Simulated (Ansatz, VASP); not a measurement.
## TiO2: VASP beside Ansatz

POSCAR

```
TiO2
1.0
    0.0584825851      2.4553098430      2.4553098430
    2.4553098430      0.0584825851      2.4553098430
    2.4553098430      2.4553098430      0.0584825851
Ti O
1 2
Direct
    0.0000000000      0.0000000000      0.0000000000
    0.2491291433      0.2491291433      0.2491291433
    0.7508708567      0.7508708567      0.7508708567
```

INCAR.step1

```
PREC = Accurate
ENCUT = 520
ISMEAR = 0
SIGMA = 0.01
LREAL = F
LASPH = T
NELM = 60
NBANDS = 19
GGA = PE
ALGO = Normal
EDIFF = 1E-4
LWAVE = T
LCHARG = F
```

File INCAR.step2:

```
PREC = Accurate
ENCUT = 520
EDIFF = 1E-6
ISMEAR = 0
SIGMA = 0.01
LREAL = F
LASPH = T
NELM = 60
ALGO = Normal
ISIF = 2
LWAVE = F
LCHARG = F
METAGGA = R2SCAN
LMIXTAU = T
NBANDS = 19
ISTART = 1
```

The input KPOINTS:

```
Automatic mesh
0
Gamma
  10 10 10
```

Input for Ansatz:

```yaml
crystal:
  lattice:
    - [0.0584825851, 2.455309843, 2.455309843]
    - [2.455309843, 0.0584825851, 2.455309843]
    - [2.455309843, 2.455309843, 0.0584825851]
  atoms:
    - { symbol: Ti, position: [0.0, 0.0, 0.0] }
    - { symbol: O, position: [0.2491291433, 0.2491291433, 0.2491291433] }
    - { symbol: O, position: [0.7508708567, 0.7508708567, 0.7508708567] }
kpoints:
  mp_grid: { grid: [10, 10, 10] }
  band_path:
    path:
      - [0.0, 0.0, 0.0]
      - [0.5, 0.0, 0.5]
      - [0.625, 0.25, 0.625]
      - [0.375, 0.375, 0.75]
      - [0.5, 0.5, 0.5]
      - [0.5, 0.25, 0.75]
    npoints: 1
hamiltonian:
  xc: r2scan
scf:
  occupations: { method: fixed }
  n_extra_bands: 4
output:
  forces: true
  stress: true
  eigenvalues: true
```

Change from the starting cell: shear_111 strain +3.7%.

Alike in both runs: task single point; functional r2SCAN; k mesh 10 × 10 × 10; no spin polarisation.

|  | VASP | Ansatz |
| --- | --- | --- |
| version | VASP 6.6.1 | Ansatz 0.2.0 |
| potentials or method | VASP PAW PBE potentials, release 64 (Ti_sv, O) | plane waves, PAW |
| plane-wave cutoff (eV) | 520 | 500 |
| occupations | gaussian, width 0.01 eV | fixed |
| valence electrons in the cell | 24 | 24 |

VASP gave:

| Quantity | Value |
| --- | --- |
| gap on the k mesh at the Fermi level (eV) | 1.51 |
| pressure (GPa) | -7.7 |
| largest component of the traceless stress (GPa) | 0.74 |
| rms of the force components (eV/Å) | 0.005 |

**Question.** Which values does Ansatz return?

**Answer.** gap on the k mesh at the Fermi level (eV): 1.48; pressure (GPa): -9.0; largest component of the traceless stress (GPa): 0.66; rms of the force components (eV/Å): 0.000.

Atom by atom the forces differ by 0.005 eV/Å (rms over components).

Caveats: the PAW data sets were made with another functional, which shifts forces and pressure a little (VASP). A k mesh can miss the band edges.
